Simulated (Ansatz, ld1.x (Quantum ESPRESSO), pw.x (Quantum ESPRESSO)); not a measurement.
# From atom to crystal: RRKJ potential for tin (Sn)

ld1.x (Quantum ESPRESSO) 7.5 input, shortened:

```
&input
   title='Sn', zed=50., rel=1, dft='PBE', iswitch=3,
   config='[Kr] 4d10 5s2 5p2 5d-2'
 /
 &inputp
   pseudotype=2, tm=.false., rho0=0.005, lloc=-1, rcloc=2.05,
   nlcc=.true.
 /
3
5S  1  0   2.00   0.00  1.80  1.80  0.0
5P  2  1   2.00   0.00  2.60  2.60  0.0
5D  3  2  -2.00   0.40  2.35  2.35  0.0
 &test
   configts(1)='5s2 5p2'
 /
```

Atomic tests: cutoffs needed: 21 Ry and 35 Ry (the cutoffs (Ry, on a coarse ladder) from which the occupation-weighted sum of valence levels, in a spherical-Bessel basis at the reference potential, stays within 10 and 1 mRy of its value at 400 Ry); ghost test: no extra level below or beside the all-electron valence levels (s, p, d, f tested) (spherical-Bessel basis up to 400 Ry, 20 bohr box); largest excitation error: -270 meV (all-electron minus pseudo) for 5s1 5p0, out of 7 test configurations.

Crystal test: fcc Sn in pw.x 7.5, no spin, 12³ k-points, Fermi–Dirac smearing 0.01 Ry, cutoffs 50/200 Ry. The reference is all-electron LAPW (Ansatz 0.2.0) with the same functional, mesh and smearing; V0 and B0 come from Birch–Murnaghan fits to the pressures at five volumes. Errors are pseudo minus all-electron; Δ is the rms difference of the E(V) curves that follow from these fits, minima aligned, over ±6 % about the mean V0. Mesh and smearing are coarse, so the numbers serve the comparison and aren't converged zero-temperature values; the lattice is a test structure that the element need not adopt.

All-electron: a0 = 4.820 Å (V0 = 28.00 Å³/atom), B0 = 46.5 GPa.

Q: How far does the potential miss the all-electron equation of state?

A: mean pressure error (GPa): -1.67; a0 (Å): 4.762; a0 error (%): -1.22; B0 error (%): +5.4; Δ (meV/atom): 10.6. This is a poor potential for the solid. The logarithmic derivative shows an extra or strongly shifted pseudo pole above the reference energy (s near 0.81 Ry, d near 2.04 Ry).

```json
{"V (Å³/atom)": "26.589", "P all-electron (GPa)": "2.74", "P pseudo (GPa)": "0.77"}
{"V (Å³/atom)": "27.288", "P all-electron (GPa)": "1.28", "P pseudo (GPa)": "-0.52"}
{"V (Å³/atom)": "27.988", "P all-electron (GPa)": "0.02", "P pseudo (GPa)": "-1.62"}
{"V (Å³/atom)": "28.688", "P all-electron (GPa)": "-1.06", "P pseudo (GPa)": "-2.58"}
{"V (Å³/atom)": "29.387", "P all-electron (GPa)": "-1.99", "P pseudo (GPa)": "-3.39"}
```

Q: At the middle volume, how do free energy and pressure move when the wave cutoff is lowered (ecutrho kept at four times it)?

A:

| cutoff (Ry) | shift of F (meV/atom) | shift of P (GPa) |
| --- | --- | --- |
| 22 | +128.7 | -1.18 |
| 30 | +29.3 | -0.65 |
| 40 | +3.0 | -0.06 |

The run at the middle volume (72 k-points, 5 iterations) took about 9.4 s on one core of a shared host (Intel(R) Xeon(R) Platinum 8488C, 96 threads, 372 GiB, load 71).
